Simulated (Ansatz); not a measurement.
Write the native input for Ansatz 0.2.0 that does the following.

* Task: band structure
* Functional: LDA
* Potentials or basis: all-electron LAPW, scalar-relativistic
* Cutoff: 244 eV (chosen from the basis error)
* Basis error allowed: 0.002 eV/atom
* k mesh: 7 × 7 × 7
* Occupations: fermi-dirac, width 0.05 eV
* Spin: no spin polarisation

Crystal: CuAu3.

```
CELL_PARAMETERS angstrom
3.98000 0.00000 0.00000
0.00000 3.98000 0.00000
0.00000 0.00000 3.98000
ATOMIC_POSITIONS crystal
Au 0.50000 0.50000 0.00000
Au 0.50000 0.00000 0.50000
Au 0.00000 0.50000 0.50000
Cu 0.00000 0.00000 0.00000
```

The input as run:

input.yaml

```yaml
crystal:
  lattice:
    - [3.98, 0.0, 0.0]
    - [0.0, 3.98, 0.0]
    - [0.0, 0.0, 3.98]
  atoms:
    - { symbol: Au, position: [0.5, 0.5, 0.0] }
    - { symbol: Au, position: [0.5, 0.0, 0.5] }
    - { symbol: Au, position: [0.0, 0.5, 0.5] }
    - { symbol: Cu, position: [0.0, 0.0, 0.0] }
kpoints:
  mp_grid: { grid: [7, 7, 7] }
  band_path:
    path:
      - [0.0, 0.0, 0.0]
      - [0.0, 0.5, 0.0]
      - [0.5, 0.5, 0.0]
      - [0.0, 0.0, 0.0]
      - [0.5, 0.5, 0.5]
      - [0.0, 0.5, 0.0]
    npoints: 8
scf:
  occupations: { method: fermi_dirac, width: 0.05 }
hamiltonian:
  xc: lda
  pseudopotentials: { kind: all_electron, lapw: { basis_error: 0.002 } }
output:
  forces: true
  stress: true
  eigenvalues: true
```

Potentials or basis: all-electron LAPW, scalar-relativistic.

Launch:

```sh
$ ansatz run input.yaml --threads 2 --pin off --max-ram 8192MiB --backend cpu --events-out ev --progress --plain --runs-dir out
```

It gave:

```
Pressure                : -5.9 GPa
Band gap along the path : none (metal or under the smearing width)
```

Caveat: spin-orbit coupling is left out, which moves the levels of the heavy elements.

Run time: 11 s on 2 threads of AMD EPYC 9R45 96-Core Processor (Zen 5) (shared host), peak memory 0.58 GiB.
